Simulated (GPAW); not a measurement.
Runs of GPAW 26.7.0 on BaTiO3. The structure is tetragonal, space group P4mm (No. 99). Conventional cell: a = 4.000 Å, b = 4.000 Å, c = 4.018 Å, α = 90.00°, β = 90.00°, γ = 90.00°. Around Ba (site symmetry 4mm) lie 12 O at 2.79 to 2.88 Å. Ti (site symmetry 4mm) has 6 O at 1.89 to 2.13 Å as nearest neighbours. O (site symmetry 2mm) has 2 Ti at 2.00 Å as nearest neighbours. O (site symmetry 4mm) is surrounded by 2 Ti at 1.89 to 2.13 Å. 

```csv
level,spin,U,k mesh,band points,spin axis theta (degrees),spin axis phi (degrees),soc after scf,gap on the mesh (eV),pressure (GPa),largest force (eV/Å)
PBEsol+U,off,Ti d U = 8 eV,5 × 5 × 5,100,-,-,-,3.16,1.7,0.90
PBEsol,off,-,5 × 5 × 5,100,-,-,-,1.92,-2.4,(a)
PBEsol+U,off,Ti d U = 1 eV,5 × 5 × 5,100,-,-,-,2.05,(c),0.19
PBEsol+U,off,Ti d U = 3 eV,5 × 5 × 5,100,-,-,-,2.34,-1.0,(b)
PBEsol,"SOC, no magnetisation",-,7 × 7 × 7,80,0,0,second variation,1.86,-2.4,0.28
```

Alike in all rows: task band structure; potentials or basis PAW data sets generated in the run's folder for this functional, pw; cell as given; cutoff (eV) 800; smearing fermi-dirac 0.05 eV.

Estimate the missing entries.

(a) 0.29; (b) 0.25; (c) -1.9.

Caveats: the mesh misses the band edges, which the band path finds closer together; spin-orbit coupling is left out, which moves the levels of the heavy elements (some runs); spin-orbit coupling was added after a scalar SCF, so levels and gaps hold it while energy, forces, pressure and moments don't (some runs); this program's spin-orbit splittings come out too wide for heavy elements (some runs).

A k mesh can miss the band edges, and rows without SOC leave out spin-orbit coupling on Ba.

Runs at the PBE level aren't shown here.
